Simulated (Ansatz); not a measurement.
**An elastic constant from a strain scan in TiSi₂**

Theory: Ansatz, DFT PBEsol, scalar-relativistic, plane waves, PAW. Cutoff 420 eV, Γ-centred 14×14×14 k-points, Gaussian smearing of 0.15 eV. No spin polarisation. Energies are free energies at this smearing, counted from the undisturbed cell; pressure is positive in compression.

Zero of the scan (relaxed at this level):

```
CELL_PARAMETERS angstrom
0.00000 4.09106 4.24805
2.38088 0.00000 4.24805
2.38088 4.09106 0.00000
ATOMIC_POSITIONS crystal
Ti 0.75000 0.75000 0.75000
Ti 0.50000 0.50000 0.50000
Si 0.08617 0.41383 0.08617
Si 0.41383 0.08617 0.41383
Si 0.16383 0.83617 0.16383
Si 0.83617 0.16383 0.83617
```

The cell is strained by ε times the Voigt pattern (1, 1, 0, 0, 0, 0) (xx, yy, zz, yz, xz, xy; engineering shear) with fractional coordinates fixed. The cell holds 6 atoms in V0 = 82.75 Å³. The stress column is τ = (1/V0) dE/dε, got from the stress tensor σ (compression positive) at each point as −det(1 + εP) σ : P(1 + εP)⁻¹, with P the pattern as a tensor.

| ε | ΔE (meV/atom) | τ (GPa) |
| --- | --- | --- |
| -0.0200 | ? | ? |
| -0.0100 | 3.012 | -7.435 |
| 0.0000 | 0.000 | 0.309 |
| 0.0050 | 0.912 | 3.898 |
| 0.0150 | 7.178 | 10.545 |

Q: Which combination of elastic constants does this scan measure, and how large is it?

A: For small ε, τ = τ0 + Kε with K = pᵀCp, which for this pattern is C11 + C22 + 2 C12 in the Cartesian frame shown. The parabola through τ at ε = -0.0100, 0 and 0.0050 has slope K = 737 GPa at zero. The energies per cell, E = NΔE, of the same two points give K = 2[E(ε₊)/ε₊ − E(ε₋)/ε₋]/[(ε₊ − ε₋)V0] = 749 GPa, in agreement. These are clamped-ion values.

Q: Predict the withheld row at ε = -0.0200 from the harmonic law, and compare.

A: ΔE = V0(τ0 ε + Kε²/2)/N = 12.149 meV/atom and τ = -14.42 GPa. The calculation gives 13.029 meV/atom and -15.98 GPa: the energy lies 7 % above the harmonic value, as bonds stiffen under compression.

In a metal these slopes depend on the k mesh and the smearing.